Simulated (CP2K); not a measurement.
The system is CdSe.

```xyz
2
Lattice="4.3420 0.0000 0.0000 2.1710 3.7603 0.0000 2.1710 1.2534 3.5452" Properties=species:S:1:pos:R:3 pbc="T T T"
Cd    0.0000    0.0000    0.0000
Se    2.1710    1.2534    0.8863
```

Measurements of this composition are mostly on another form, of space group No. 186.

Base run:

```yaml
Program: CP2K 2026.2
Functional: vdW-DF-cx
Potentials_or_basis: POTENTIAL_UZH Cd GTH-PBE-q12, Se GTH-PBE-q6; TZVP-MOLOPT-PBE-GTH basis
Density_cutoff: 6123 eV
k_mesh: 8 × 8 × 8
Occupations: fermi-dirac, width 0.1 eV
Spin: no spin polarisation
```

Its results: band gap on the k mesh 0.44 eV, direct; pressure 0.2 GPa.

The run is repeated on the same cell with these changes: functional from vdW-DF-cx to PBE; occupations from fermi-dirac, width 0.1 eV to fermi-dirac, width 0.01 eV. What comes out?

Band gap on the k mesh 0.55 eV, direct; pressure 1.8 GPa.

Caveats: the basis of atomic orbitals isn't converged, which shifts pressures, moduli and gaps; the potentials were made for another functional, which shifts forces and pressure (some runs).

Not every run made on this cell is shown here.
